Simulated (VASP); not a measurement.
Write the native input for VASP 6.6.1 that does the following.

```
Task                   : work function
Functional             : PBEsol
Potentials or basis    : VASP PAW PBE potentials, release 64 (Ni)
Cutoff                 : 520 eV
k mesh                 : 12 × 8 × 1
Occupations            : gaussian, width 0.1 eV
Spin                   : collinear spin, ferromagnetic start
Starting moments       : [1.0, 1.0, 1.0, 1.0, 1.0, 1.0, 1.0, 1.0, 1.0] μB
Further INCAR settings : ALGO = Fast; EDIFF = 1e-07
```

The structure of Ni lies in POSCAR:

```
Ni
1.0
    3.5240000000      0.0000000000      0.0000000000
    0.0000000000      2.4918442969      0.0000000000
    0.0000000000      0.0000000000     23.9673771876
Ni
9
Direct
    0.0000000000      0.0000000000      0.2920636641
    0.5000000000      0.5000000000      0.3440477481
    0.0000000000      0.0000000000      0.3960318320
    0.5000000000      0.5000000000      0.4480159160
    0.0000000000      0.0000000000      0.5000000000
    0.5000000000      0.5000000000      0.5519840840
    0.0000000000      0.0000000000      0.6039681680
    0.5000000000      0.5000000000      0.6559522519
    0.0000000000      0.0000000000      0.7079363359
```

The slab is cut from a database's or a generator's crystal, which needn't be the stable form of the element.

The input as run:

INCAR

```
ALGO     = Fast           # electronic algorithm
EDIFF    = 1E-7           # SCF threshold, eV
ENCUT    = 520            # plane-wave cutoff, eV
GGA      = PS             # functional
ISIF     = 2              # what is computed and relaxed
ISMEAR   = 0              # smearing method
ISPIN    = 2              # spin polarisation
LASPH    = T              # aspherical terms in the spheres
LCHARG   = T              # write CHGCAR
LELF     = T              # ELF
LMAXMIX  = 4              # l up to which the mixer works
LORBIT   = 11             # projections on sites
LREAL    = F              # projectors in reciprocal space
LVACPOTAV= T            
LVHAR    = T            
LWAVE    = F              # write WAVECAR
MAGMOM   = 1 1 1 1 1 1 1 1 1 # initial moments
NELM     = 100            # most SCF steps
PREC     = Accurate       # precision mode
SIGMA    = 0.1            # smearing width, eV
```

KPOINTS

```
k-points
0
Gamma
  12 8 1
```

Potentials or basis: VASP PAW PBE potentials, release 64 (Ni).

Launch:

```bash
$ cat potpaw_PBE.64/Ni/POTCAR > POTCAR
$ mpirun -np 1 vasp_std > vasp.out
```

Results of the run:

* Largest force: 1.071 eV/Å
* Band gap on the k mesh: none (metal or under the smearing width)
* Net moment: 6.06 μB per cell
* Site moments: Ni +0.78, +0.68, +0.65, +0.64 μB
* Valence electrons inside the program's atomic spheres: Ni 9.07, 9.25, 9.30

Caveat: the PAW data sets were made with another functional, which shifts forces and pressure a little.

It took 43 min on 1 thread of Intel(R) Xeon(R) Platinum 8259CL CPU @ 2.50GHz (Skylake/Cascade Lake), on a shared host, peak memory 0.76 GiB.
